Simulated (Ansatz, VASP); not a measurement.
**Sb in VASP and in Ansatz**

```
Sb
1.0
     0.00000    2.28563    2.28563
     2.28563    0.00000    2.28563
     2.28563    2.28563    0.00000
Sb
1
Direct
  0.00000 0.00000 0.00000
```

Change from the starting cell: volume scaled by 0.975.

Alike in both runs: task single point; functional PBEsol; k mesh 12 × 12 × 12; occupations fermi-dirac, width 0.05 eV; no spin polarisation.

|  | VASP | Ansatz |
| --- | --- | --- |
| version | VASP 6.6.1 | Ansatz 0.2.0 |
| potentials or method | VASP PAW PBE potentials, release 64 (Sb), cutoff 520 eV | all-electron LAPW, scalar-relativistic |

```tsv
	VASP	Ansatz	Ansatz less VASP
pressure (GPa)	7.6	7.5	-0.05
```

Ansatz ran all-electron here, so the differences hold the error of VASP's frozen core and of both bases.

Caveats: the PAW data sets were made with another functional, which shifts forces and pressure a little (VASP). Spin-orbit coupling is left out, which matters for the levels of Sb.
